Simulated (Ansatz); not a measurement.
# Zn8O7: the cost of one run

Computed with Ansatz 0.2.0 (DFT PBE, scalar-relativistic, plane waves, PAW, unless a step's input says otherwise).

3 further runs of the same task are left out: 3 set aside as unsound or not needed.

**1. The starting structure**

It takes space group Imm2 (No. 44, orthorhombic). The conventional cell has a = 6.558 Å, b = 7.932 Å, c = 7.932 Å, α = 90.00°, β = 90.00°, γ = 90.00°. Zn (site symmetry m) is surrounded by 4 O at 1.97 to 2.04 Å. Around Zn (site symmetry m) lie 3 O at 1.97 to 2.04 Å. Around O (site symmetry mm2) lie 4 Zn at 1.97 to 2.04 Å. O (site symmetry 1) has 4 Zn at 1.97 to 2.04 Å as nearest neighbours.

The input asks for a charge of +2 e on the cell.

Coordinates:

```cif
data_structure
_symmetry_space_group_name_H-M 'P 1'
_symmetry_Int_Tables_number 1
_cell_length_a 6.4967
_cell_length_b 6.4967
_cell_length_c 6.4967
_cell_angle_alpha 104.759
_cell_angle_beta 104.759
_cell_angle_gamma 119.373
_cell_volume 206.29
loop_
_atom_site_label
_atom_site_type_symbol
_atom_site_fract_x
_atom_site_fract_y
_atom_site_fract_z
_atom_site_occupancy
Zn1 Zn 0.43168 0.25000 0.18168 1
Zn2 Zn 0.93168 0.75000 0.18168 1
Zn3 Zn 0.06832 0.25000 0.81832 1
Zn4 Zn 0.56832 0.75000 0.81832 1
Zn5 Zn 0.00000 0.31832 0.31832 1
Zn6 Zn 0.50000 0.81832 0.31832 1
Zn7 Zn 0.00000 0.68168 0.68168 1
Zn8 Zn 0.50000 0.18168 0.68168 1
O1 O 0.25000 0.43157 0.18157 1
O2 O 0.75000 0.56843 0.81843 1
O3 O 0.25000 0.06843 0.81843 1
O4 O 0.18157 0.50000 0.68157 1
O5 O 0.68157 0.00000 0.68157 1
O6 O 0.81843 0.50000 0.31843 1
O7 O 0.31843 0.00000 0.31843 1
```

It goes back to an entry of the Materials Project, which need not be the stable form.

It is built from the cell relaxed beforehand with the same method (12.89 Å³/atom).

**2. The vacancy and the jump**

The supercell lacks one O atom, at fractional position (0.750, 0.932, 0.182), and holds 15 atoms and a charge of +2 e on a uniform background. Atom 10 (O), 2.88 Å away, is to jump into the empty site. The cell is fixed.

**3. Relaxing around the vacancy**

File input.yaml:

```yaml
crystal:
  lattice:
    - [5.6084659105, 0.0, -3.2791201819]
    - [-5.6084659105, 0.0, -3.2791201819]
    - [0.0, 5.6084659105, 3.2791201819]
  atoms:
    - { symbol: Zn, position: [0.4316771471, 0.25, 0.1816771471] }
    - { symbol: Zn, position: [0.9316771471, 0.75, 0.1816771471] }
    - { symbol: Zn, position: [0.0683228529, 0.25, 0.8183228529] }
    - { symbol: Zn, position: [0.5683228529, 0.75, 0.8183228529] }
    - { symbol: Zn, position: [0.0, 0.3183228529, 0.3183228529] }
    - { symbol: Zn, position: [0.5, 0.8183228529, 0.3183228529] }
    - { symbol: Zn, position: [0.0, 0.6816771471, 0.6816771471] }
    - { symbol: Zn, position: [0.5, 0.1816771471, 0.6816771471] }
    - { symbol: O, position: [0.25, 0.4315718545, 0.1815718545] }
    - { symbol: O, position: [0.75, 0.5684281455, 0.8184281455] }
    - { symbol: O, position: [0.25, 0.0684281455, 0.8184281455] }
    - { symbol: O, position: [0.1815718545, 0.5, 0.6815718545] }
    - { symbol: O, position: [0.6815718545, 0.0, 0.6815718545] }
    - { symbol: O, position: [0.8184281455, 0.5, 0.3184281455] }
    - { symbol: O, position: [0.3184281455, 0.0, 0.3184281455] }
total_charge: 2
basis:
  ecutwfc: 420
kpoints:
  mp_grid: { grid: [4, 4, 4] }
hamiltonian:
  xc: pbe
scf:
  occupations: { method: gaussian, width: 0.05 }
output:
  forces: true
  stress: true
  eigenvalues: true
  write_density: true
  write_potential: true
  elf: true
  volumetric_format: npy
relax:
  adjacent_minimum: "off"
  f_tol: 0.02
  max_steps: 50
```

Run with:

```
$ ansatz run input.yaml --threads 4 --pin off --max-ram 9216MiB --backend cpu --events-out ev --progress --plain --runs-dir out
```

**Question.** How long does this run take on 4 threads of an x86-64 CPU, shared host, and how much memory does it need?

About 31 s, with a peak of 0.86 GiB.
